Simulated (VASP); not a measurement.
Set up this calculation in VASP 6.6.1, as the native input.

| Property | Result |
| --- | --- |
| Task | relaxation of cell and atoms |
| Functional | r2SCAN |
| Potentials or basis | VASP PAW PBE potentials, release 64 (Cd, Te) |
| Cutoff | 520 eV |
| k mesh | 8 × 8 × 8 |
| Occupations | gaussian, width 0.02 eV |
| Spin | no spin polarisation |
| Further INCAR settings | ALGO = Normal; EDIFF = 1e-07; IBRION = 2; EDIFFG = -0.002; NSW = 80; ISIF = 3 |

The structure of CdTe lies in POSCAR:

```
CdTe
1.0
    0.0000000000      3.2050000000      3.2050000000
    3.2050000000      0.0000000000      3.2050000000
    3.2050000000      3.2050000000      0.0000000000
Cd Te
1 1
Direct
    0.0000000000      0.0000000000      0.0000000000
    0.2500000000      0.2500000000      0.2500000000
```

The input as run:

INCAR

```
SYSTEM = CdTe
PREC = Accurate
ENCUT = 520
EDIFF = 1E-7
ISMEAR = 0
SIGMA = 0.02
LREAL = .False.
LASPH = .True.
NELM = 60
ALGO = Normal
ISIF = 3
LWAVE = .False.
LCHARG = .False.
METAGGA = R2SCAN
LMIXTAU = .True.
IBRION = 2
NSW = 80
EDIFFG = -0.002
```

KPOINTS

```
regular mesh
0
Gamma
  8 8 8
  0 0 0
```

Potentials or basis: VASP PAW PBE potentials, release 64 (Cd, Te).

Command:

```console
$ cat potpaw_PBE.64/Cd/POTCAR potpaw_PBE.64/Te/POTCAR > POTCAR
$ mpirun -np 1 vasp_std > vasp.out
```

It gave:

```yaml
Relaxed_volume: 35.33 Å³/atom
Relaxed_cell: a = 4.641 Å, b = 4.641 Å, c = 4.641 Å, α = 60.00°, β = 60.00°, γ = 60.00°
Space_group_after_relaxing_to_0.05_Å: F-43m (No. 216)
Energy_gained_by_relaxing: 23.7 meV/atom
Ionic_steps: 6
Pressure_after_relaxing: 0.0 GPa
Band_gap_on_the_k_mesh: 1.15 eV, direct
```

Caveat: the PAW data sets were made with another functional, which shifts forces and pressure a little; spin-orbit coupling is left out, which moves the levels of the heavy elements.

It took 12 min on 1 thread of Intel(R) Xeon(R) Platinum 8175M CPU @ 2.50GHz (Skylake/Cascade Lake) (shared host), peak memory 0.24 GiB.
